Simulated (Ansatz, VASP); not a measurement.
## One calculation of GaP, two programs

INCAR

```
SYSTEM = GaP
  PREC = Accurate
  ENCUT = 520
  EDIFF = 1E-7
  ISMEAR = 0
  SIGMA = 0.05
  LREAL = .FALSE.
  LASPH = .TRUE.
  NELM = 80
  ALGO = Normal
  ISIF = 2
  LWAVE = .FALSE.
  LCHARG = .FALSE.
  GGA = PE
  NBANDS = 16
```

File KPOINTS:

```
Automatic mesh
0
G
  8 8 8
  0 0 0
```

POSCAR

```
GaP
1.0
    0.0000000000      2.8901636530      2.8213502327
    2.8901636530      0.0000000000      2.8213502327
    2.8901636530      2.8901636530      0.0000000000
Ga P
1 1
Direct
    0.0000000000      0.0000000000      0.0000000000
    0.7500000000      0.7500000000      0.7500000000
```

Input for Ansatz:

```yaml
crystal:
  lattice:
    - [0.0, 2.890163653, 2.8213502327]
    - [2.890163653, 0.0, 2.8213502327]
    - [2.890163653, 2.890163653, 0.0]
  atoms:
    - { symbol: Ga, position: [0.0, 0.0, 0.0] }
    - { symbol: P, position: [0.75, 0.75, 0.75] }
basis:
  ecutwfc: 420
kpoints:
  mp_grid: { grid: [8, 8, 8] }
hamiltonian:
  xc: pbe
scf:
  occupations: { method: gaussian, width: 0.05 }
output:
  forces: true
  stress: true
  eigenvalues: true
```

Change from the starting cell: strain +0.050 along x and y, +0.025 along z, atoms carried along.

Alike in both runs: task single point; functional PBE; k mesh 8 × 8 × 8; occupations gaussian, width 0.05 eV; no spin polarisation.

|  | VASP | Ansatz |
| --- | --- | --- |
| version | VASP 6.6.1 | Ansatz 0.2.0 |
| potentials or method | VASP PAW PBE potentials, release 64 (Ga_d, P) | scalar-relativistic, plane waves, PAW |
| plane-wave cutoff (eV) | 520 | 420 |
| valence electrons in the cell | 18 | 18 |

|  | VASP | Ansatz | Ansatz less VASP |
| --- | --- | --- | --- |
| gap on the k mesh at the Fermi level (eV) | 0.54 | 0.54 | +0.004 |
| least direct gap on the mesh (eV) | 0.54 | 0.54 | +0.004 |
| pressure (GPa) | -7.0 | -7.1 | -0.03 |
| largest component of the traceless stress (GPa) | 1.06 | 1.06 | +0.002 |
